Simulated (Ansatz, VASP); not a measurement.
# ZnS (Sphalerite): VASP beside Ansatz, part 2 of 2

Aim: how closely do two programs agree when they are given the same cell, functional and k mesh?

VASP 6.6.1 and Ansatz 0.2.0.

So far: The structure; VASP: band structure, HSE03; Ansatz: band structure, HSE03.

## Step 4: Differences

Known differences besides the potentials themselves: exact exchange at q = 0 is treated differently, which shows on coarse meshes; VASP keeps PBE cores, Ansatz makes them for the functional; the cutoff is 420 eV in Ansatz and 400 eV in VASP; VASP takes a coarser grid for exact exchange (PRECFOCK = Fast). Total energies have different zeros and are not compared.

Compared:

| quantity | Ansatz | VASP | difference |
| --- | --- | --- | --- |
| gap over the path points (eV) | 3.120 | 3.109 | +0.012 |

Levels at points of the path, from each program's valence-band top (eV; 4 filled, then empty):

| k (reciprocal lattice) | Ansatz | VASP |
| --- | --- | --- |
| 0.000 0.000 0.000 | -7.39 0.00 0.00 0.00 3.12 7.46 7.46 | -7.33 0.00 0.00 0.00 3.11 7.45 7.45 |
| 0.500 0.000 0.500 | -7.11 -4.91 -2.30 -2.30 4.19 5.05 12.26 | -7.06 -4.92 -2.31 -2.31 4.18 5.03 12.27 |
| 0.500 0.200 0.700 | -6.97 -4.76 -2.86 -2.76 6.16 6.90 9.48 | -6.91 -4.78 -2.86 -2.77 6.16 6.89 9.49 |
| 0.400 0.350 0.750 | -7.00 -4.80 -3.26 -1.95 5.14 7.05 10.27 | -6.93 -4.82 -3.26 -1.95 5.13 7.04 10.29 |
| 0.150 0.150 0.300 | -7.37 -2.59 -1.22 -0.31 5.12 7.17 8.12 | -7.31 -2.60 -1.22 -0.31 5.11 7.17 8.12 |
| 0.200 0.200 0.200 | -7.39 -2.25 -0.34 -0.34 4.41 7.58 7.99 | -7.33 -2.25 -0.34 -0.34 4.39 7.58 7.99 |
| 0.550 0.400 0.550 | -7.11 -5.28 -1.85 -1.16 5.25 7.25 8.64 | -7.05 -5.29 -1.86 -1.17 5.24 7.26 8.65 |
| 0.600 0.250 0.650 | -7.00 -4.80 -3.26 -1.95 5.14 7.05 10.27 | -6.93 -4.82 -3.26 -1.95 5.13 7.04 10.29 |
| 0.500 0.250 0.750 | -6.95 -4.75 -2.92 -2.80 6.56 7.28 8.98 | -6.89 -4.76 -2.92 -2.81 6.56 7.27 8.98 |
| 0.500 0.500 0.500 | -7.16 -5.50 -0.90 -0.90 4.33 7.95 7.95 | -7.09 -5.51 -0.90 -0.90 4.32 7.95 7.95 |

Among the levels compared at these points, filled levels agree within 62 meV and empty ones within 25 meV.

## Step 5: VASP: band structure, PBE-EpsX with an exact-exchange share of 0.17

The same path points are solved in both programs, so levels can be compared one by one.

The run reads the wave functions of an earlier VASP run, which isn't shown here.

INCAR reads:

```
SYSTEM = ZnS
PREC = Accurate
ENCUT = 400
EDIFF = 1E-06
NELM = 100
ISMEAR = 0
SIGMA = 0.02
LREAL = .FALSE.
ALGO = Normal
LHFCALC = .TRUE.
AEXX = 0.17
GGA = PE
LASPH = .TRUE.
NBANDS = 15
PRECFOCK = Fast
HFRCUT = -1
LORBIT = 11
LWAVE = .FALSE.
LCHARG = .FALSE.
KPAR = 4
```

POSCAR reads:

```
ZnS
1.0
    0.0000000000      2.7046500000      2.7046500000
    2.7046500000      0.0000000000      2.7046500000
    2.7046500000      2.7046500000      0.0000000000
Zn S
1 1
Direct
    0.0000000000      0.0000000000      0.0000000000
    0.2500000000      0.2500000000      0.2500000000
```

KPOINTS reads:

```
Automatic mesh
0
Gamma
5 5 5
0 0 0
```

KPOINTS_OPT reads:

```
Line mode
6
Line-mode
Reciprocal
  0.00000000   0.00000000   0.00000000 GAMMA
  0.50000000   0.00000000   0.50000000 X

  0.50000000   0.00000000   0.50000000 X
  0.50000000   0.25000000   0.75000000 W

  0.50000000   0.25000000   0.75000000 W
  0.37500000   0.37500000   0.75000000 K

  0.37500000   0.37500000   0.75000000 K
  0.00000000   0.00000000   0.00000000 GAMMA

  0.00000000   0.00000000   0.00000000 GAMMA
  0.50000000   0.50000000   0.50000000 L

  0.50000000   0.50000000   0.50000000 L
  0.62500000   0.25000000   0.62500000 U

  0.62500000   0.25000000   0.62500000 U
  0.50000000   0.25000000   0.75000000 W

  0.50000000   0.25000000   0.75000000 W
  0.50000000   0.50000000   0.50000000 L

  0.50000000   0.50000000   0.50000000 L
  0.37500000   0.37500000   0.75000000 K

  0.62500000   0.25000000   0.62500000 U
  0.50000000   0.00000000   0.50000000 X
```

The projector-augmented-wave data sets are Zn and S (PBE family, release 64).

The run is started by

```console
mpirun -np 4 vasp_std
```

Numbers of over 12 decimals in the logs are rounded to 6 here.

Log:

```text
[banner, memory and clock lines left out]
running    4 mpi-ranks, on    1 nodes
[...]
LDA part: xc-table for (Slater+PW92), standard interpolation
 found WAVECAR, reading the header
 POSCAR, INCAR and KPOINTS ok, starting setup
[...]
HFRCUT set to (new)   10.569673
 reading WAVECAR
 the WAVECAR file was read successfully
 initial charge from wavefunction
 entering main loop
       N       E                     dE             d eps       ncg     rms          rms(c)
DAV:   1    -0.824226300450E+01   -0.82423E+01   -0.23652E-01   434   0.177E+01    0.118E+00
DAV:   2    -0.823195508586E+01    0.10308E-01   -0.85744E-02   356   0.666E+00    0.440E-01
DAV:   3    -0.823275847547E+01   -0.80339E-03   -0.79810E-03   377   0.131E+00    0.292E-01
DAV:   4    -0.823271481795E+01    0.43658E-04   -0.65880E-04   391   0.388E-01    0.174E-01
DAV:   5    -0.823269646157E+01    0.18356E-04   -0.61104E-05   415   0.815E-02    0.103E-01
DAV:   6    -0.823268902127E+01    0.74403E-05   -0.10026E-05   335   0.406E-02    0.602E-02
[...]
DAV:   8    -0.823268309545E+01    0.19246E-05   -0.46960E-07   171   0.628E-03    0.173E-02
DAV:   9    -0.823268213016E+01    0.96529E-06   -0.17329E-07   171   0.455E-03
   1 F= -.82326821E+01 E0= -.82326821E+01  d E =-.648658E-21
 Start KPOINTS_OPT (optional k-point list driver)
k-point batch [1-10\60]
       N       E                     dE             ncg
DAV:   1     0.152066161881E+03   -0.39621E+04      300
DAV:   2    -0.803344593560E+03   -0.95541E+03      349
DAV:   3    -0.863927388297E+03   -0.60583E+02      370
DAV:   4    -0.864821060341E+03   -0.89367E+00      405
DAV:   5    -0.864830597902E+03   -0.95376E-02      426
DAV:   6    -0.864830760024E+03   -0.16212E-03      419
DAV:   7    -0.864830763592E+03   -0.35674E-05      398
DAV:   8    -0.864830763668E+03   -0.75995E-07      325
[...]
k-point batch [51-60\60]
       N       E                     dE             ncg
DAV:   1     0.110229430066E+03   -0.58172E+04      300
DAV:   2    -0.842558895117E+03   -0.95279E+03      328
DAV:   3    -0.902158559262E+03   -0.59600E+02      363
DAV:   4    -0.903065636266E+03   -0.90708E+00      398
DAV:   5    -0.903075253103E+03   -0.96168E-02      412
DAV:   6    -0.903075418424E+03   -0.16532E-03      398
DAV:   7    -0.903075421965E+03   -0.35410E-05      398
DAV:   8    -0.903075422040E+03   -0.75285E-07      283
```

OUTCAR, selected parts (step 5):

```text
 POSITION                                       TOTAL-FORCE (eV/Angst)
 -----------------------------------------------------------------------------------
      0.00000      0.00000      0.00000        -0.000000      0.000000     -0.000000
      1.35232      1.35232      1.35232         0.000000     -0.000000      0.000000
 -----------------------------------------------------------------------------------
    total drift:                                0.000145      0.000082      0.000062

  FREE ENERGIE OF THE ION-ELECTRON SYSTEM (eV)
  ---------------------------------------------------
  free  energy   TOTEN  =        -8.2326821302 eV

  energy  without entropy=       -8.2326821302  energy(sigma->0) =       -8.23268213

[... 2 parts as in an earlier step ...]

[... 1 further part left out ...]
[key lines of the parts left out:]
E-fermi :   1.4686
```

## Step 6: Ansatz: band structure, PBE-EpsX with an exact-exchange share of 0.17

The same cell, functional, mesh and smearing now go to Ansatz, which takes its cutoff from its data sets.

input.yaml reads:

```yaml
crystal:
  lattice:
    - [0.0, 2.70465, 2.70465]
    - [2.70465, 0.0, 2.70465]
    - [2.70465, 2.70465, 0.0]
  atoms:
    - { symbol: Zn, position: [0.0, 0.0, 0.0] }
    - { symbol: S, position: [0.25, 0.25, 0.25] }
hamiltonian:
  xc: { exchange: pbe, correlation: pbe, exx: { coeff: 0.17 } }
  pseudopotentials: { kind: paw }
kpoints:
  mp_grid: { grid: [5, 5, 5] }
  band_path:
    path:
      - [0.0, 0.0, 0.0]
      - [0.5, 0.0, 0.5]
      - [0.5, 0.2, 0.7]
      - [0.4, 0.35, 0.75]
      - [0.15, 0.15, 0.3]
      - [0.2, 0.2, 0.2]
      - [0.55, 0.4, 0.55]
      - [0.6, 0.25, 0.65]
      - [0.5, 0.25, 0.75]
      - [0.5, 0.5, 0.5]
      - [0.375, 0.375, 0.75]
      - [0.5, 0.0, 0.5]
    npoints: 1
scf:
  occupations: { method: gaussian, width: 0.02 }
  n_extra_bands: 7
output:
  forces: true
  stress: true
  eigenvalues: true
```

The run is started by

```console
ansatz run input.yaml --threads 4 --pin off --max-ram 9216MiB --backend cpu --events-out ev --progress --plain --runs-dir out
```

Log:

```text
[...]
Crystal: 2 atoms, lattice volume = 39.570 Å³
Basis set: ecut = 420 eV, 749 PW (Γ), exchange–correlation on 54×54×54 points (8 copies of the dense FFT grid, shifted against one another)
Bands: 16, of which v1, the nominal top of the filled ones, is band 9 counted from 1 (8 counted from 0)
Symmetry: 24 space group operations
[...]
k-points: 10 of 125 (time reversal used)
[...]
--- Band table (eV; the first three rows and the last of 10) ---
  k-point 0: bands = [... 5 lower, -1.9610, 5.0056, 5.0056, 5.0056, 8.3855, 12.7621, 12.7621, 12.7621, ... 3 higher]
  k-point 1: bands = [... 5 lower, -1.9625, 2.7452, 4.6592, 4.6592, 9.6897, 12.8885, 13.2930, 13.2930, ... 3 higher]
  k-point 2: bands = [... 5 lower, -1.9424, 0.0631, 4.1779, 4.1779, 9.6823, 13.3356, 13.3356, 14.8822, ... 3 higher]
  k-point 9: bands = [... 5 lower, -1.6684, 0.3405, 2.0417, 2.8741, 11.7268, 12.1449, 13.5389, 16.3134, ... 3 higher]
[key lines of the parts left out:]
Free energy (F): -4223.339331 eV
Fermi energy:    6.695588 eV
P = ⅓ Tr σ = 0.7861 GPa (7.861 kbar)
```

Wall time 20 s (4 threads of Arm Neoverse V1, shared host); peak memory 0.75 GiB; 73 s of CPU time.

## Step 7: Side by side

Both answers:

| quantity | Ansatz | VASP | difference |
| --- | --- | --- | --- |
| gap over the path points (eV) | 3.380 | 3.380 | 0.000 |

Levels at points of the path, from each program's valence-band top (eV; 4 filled, then empty):

| k (reciprocal lattice) | Ansatz | VASP |
| --- | --- | --- |
| 0.000 0.000 0.000 | -6.97 0.00 0.00 0.00 3.38 7.76 7.76 | -6.92 0.00 0.00 0.00 3.38 7.76 7.76 |
| 0.500 0.000 0.500 | -6.71 -4.90 -2.31 -2.31 4.54 5.37 12.51 | -6.67 -4.89 -2.31 -2.31 4.54 5.36 12.53 |
| 0.500 0.200 0.700 | -6.56 -4.79 -2.86 -2.79 6.52 7.18 9.79 | -6.51 -4.80 -2.85 -2.79 6.53 7.18 9.80 |
| 0.400 0.350 0.750 | -6.59 -4.83 -3.27 -1.96 5.48 7.36 10.57 | -6.54 -4.84 -3.27 -1.96 5.48 7.36 10.61 |
| 0.150 0.150 0.300 | -6.95 -2.60 -1.22 -0.31 5.40 7.48 8.41 | -6.91 -2.60 -1.22 -0.31 5.40 7.49 8.42 |
| 0.200 0.200 0.200 | -6.97 -2.26 -0.35 -0.35 4.68 7.88 8.29 | -6.92 -2.26 -0.34 -0.34 4.68 7.90 8.30 |
| 0.550 0.400 0.550 | -6.70 -5.31 -1.87 -1.17 5.54 7.59 8.96 | -6.66 -5.32 -1.86 -1.17 5.54 7.60 8.97 |
| 0.600 0.250 0.650 | -6.59 -4.83 -3.27 -1.96 5.48 7.36 10.57 | -6.54 -4.84 -3.27 -1.96 5.48 7.36 10.61 |
| 0.500 0.250 0.750 | -6.54 -4.78 -2.91 -2.84 6.92 7.55 9.28 | -6.50 -4.78 -2.91 -2.84 6.93 7.55 9.29 |
| 0.500 0.500 0.500 | -6.74 -5.53 -0.90 -0.90 4.62 8.26 8.26 | -6.70 -5.53 -0.90 -0.90 4.62 8.28 8.28 |

Among the levels compared at these points, filled levels agree within 44 meV and empty ones within 37 meV.

## Step 8: Summary of results

```json
{
 "difference in gap over the path points (band structure, HSE03)": "0.012 eV",
 "difference in gap over the path points (band structure, PBE-EpsX with an exact-exchange share of 0.17)": "4.0e-4 eV"
}
```

What this shows: The difference in gap over the path points is 0.012 eV (band structure, HSE03), within the 0.08 eV picked in this series as the mark of a large difference. How closely two codes agree says nothing of how well the functional describes the real material.

[Lines on the potential files, build, host, timing and source positions are cut from VASP's logs without a mark.]

[Logs are printed without paths, hosts, clocks, repeated set-up lines and the standing remarks that a program may print on its own settings, such as how far it seeks lower states.]

[Hosts, paths, dates, database ids (printed as entryN), source tags and the programs' standing remarks are cut or masked in the printed files.]
